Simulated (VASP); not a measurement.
## VASP 6.6.1 run: InAs

INCAR

```
ISMEAR = -1
EDIFF = 1E-7
PREC = Accurate
NELM = 120
IBRION = -1
LWAVE = .FALSE.
NSW = 0
GGA = PE
ENCUT = 520
LCHARG = .FALSE.
SIGMA = 0.02
LASPH = .TRUE.
NBANDS = 16
LREAL = Auto
ISYM = -1
NELECT = 17
ISIF = 2
```

KPOINTS

```
KPOINTS created by Atomic Simulation Environment
0
Gamma
4 4 4
0 0 0
```

POSCAR

```
In As
 1.0000000000000000
     0.0000000000000000    3.0545905078000000    2.9901386480999999
     3.0545905078000000    0.0000000000000000    2.9901386480999999
     3.0545905078000000    3.0545905078000000    0.0000000000000000
 In  As
   1   1
Cartesian
  0.0000000000000000  0.0000000000000000  0.0000000000000000
  1.5272952538999998  1.5272952538999998  1.4950693240499997
```

The recommended PBE PAW datasets give the neutral cell 18 valence electrons.

Command

```
mpirun -np 1 vasp_std
```

Task: Predict the outcome of this run.

Result: It converged. Results: pressure -22.6 GPa.

OSZICAR

```
N       E                     dE             d eps       ncg     rms          rms(c)
DAV:   1     0.103906824539E+03    0.10391E+03   -0.73555E+03  2056   0.109E+03
DAV:   2    -0.378610020654E+01   -0.10769E+03   -0.10250E+03  2280   0.285E+02
DAV:   3    -0.108523764580E+02   -0.70663E+01   -0.70144E+01  2568   0.715E+01
DAV:   4    -0.110396188924E+02   -0.18724E+00   -0.18716E+00  2608   0.129E+01
DAV:   5    -0.110488003160E+02   -0.91814E-02   -0.91811E-02  2960   0.247E+00    0.411E+00
DAV:   6    -0.111925646865E+02   -0.14376E+00   -0.37434E-01  2808   0.104E+01    0.197E+00
DAV:   7    -0.111910861509E+02    0.14785E-02   -0.41614E-02  2840   0.173E+00    0.620E-01
DAV:   8    -0.111923318927E+02   -0.12457E-02   -0.47781E-03  2720   0.597E-01    0.165E-01
DAV:   9    -0.111925629263E+02   -0.23103E-03   -0.48284E-04  2488   0.252E-01    0.569E-02
DAV:  10    -0.111925688074E+02   -0.58811E-05   -0.63278E-05  2880   0.968E-02    0.170E-02
DAV:  11    -0.111925748678E+02   -0.60604E-05   -0.72677E-06  2400   0.192E-02    0.662E-03
DAV:  12    -0.111925751304E+02   -0.26263E-06   -0.83717E-07  2880   0.752E-03    0.243E-03
DAV:  13    -0.111925749816E+02    0.14881E-06   -0.20458E-07  2416   0.315E-03    0.156E-03
DAV:  14    -0.111925749915E+02   -0.98678E-08   -0.86802E-09  2168   0.955E-04
   1 F= -.11192575E+02 E0= -.11190556E+02  d E =-.403863E-02
```

Standard output (part)

```
POSCAR found type information on POSCAR InAs
 POSCAR found :  2 types and       2 ions
|     You have a (more or less) 'small supercell' and for smaller cells       |
|     it is recommended to use the reciprocal-space projection scheme!        |
|     The real-space optimization is not efficient for small cells and it     |
|     is also less accurate ...                                               |
|     Therefore, set LREAL=.FALSE. in the INCAR file.                         |
 LDA part: xc-table for (Slater+PW92), standard interpolation
 POSCAR, INCAR and KPOINTS ok, starting setup
 WAVECAR not read
 entering main loop
 the old and the new charge density differ
    0.411E+00
```

The cell is charged and sits in a uniform background.

For comparison, a separate PBE run of the intended cell, on usual settings and not on those above, gives a gap of 0.10 eV on its mesh and a pressure of 3.4 GPa.
